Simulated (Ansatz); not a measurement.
Sr: frozen-core PAW against all-electron methods

```
CELL_PARAMETERS angstrom
4.31000 -0.03233 -0.03233
-2.18299 3.74873 -0.01183
-0.05287 -0.05287 7.05000
ATOMIC_POSITIONS crystal
Sr 0.33333 0.66667 0.25000
Sr 0.66667 0.33333 0.75000
```

Atom numbers follow the list: Sr1, Sr2.

The cell is COD entry 1540836, as deposited and not checked against the literature; nothing was relaxed. The listed cell was then made from it by scaling, straining or moving an atom.

All numbers are computed: DFT, PBE, PAW with Ansatz's default frozen-core files, scalar-relativistic (Ansatz 0.2.0); DFT, PBE, all-electron LAPW, scalar-relativistic (Ansatz 0.2.0).

For PAW: a Γ-centred 10×10×5 k mesh, Fermi–Dirac smearing of 0.08 eV, cutoff 420 eV, no spin polarisation. LAPW targets a basis error of 1 meV/atom. The Ansatz runs share mesh, smearing and spin set-up. Plane-wave (PAW) pressures include the program's estimate of the Pulay term.

Stress and pressure are positive in compression.

The change that made this cell: equal xy, yz and zx engineering shear strains of -1.5 %.

PAW results:

| quantity | PAW |
| --- | --- |
| pressure (GPa) | -0.28 |
| stress xx (GPa) | -0.33 |
| stress zz (GPa) | -0.19 |
| stress yz (GPa) | 0.08 |
| stress xz (GPa) | 0.08 |
| stress xy (GPa) | 0.13 |
| force on Sr1, x (eV/Å) | 0.014 |

Problem. What does all-electron LAPW give for the same quantities?

Solution. 
| quantity | LAPW |
| --- | --- |
| pressure (GPa) | -0.28 |
| stress xx (GPa) | -0.32 |
| stress zz (GPa) | -0.19 |
| stress yz (GPa) | 0.08 |
| stress xz (GPa) | 0.08 |
| stress xy (GPa) | 0.13 |
| force on Sr1, x (eV/Å) | 0.014 |
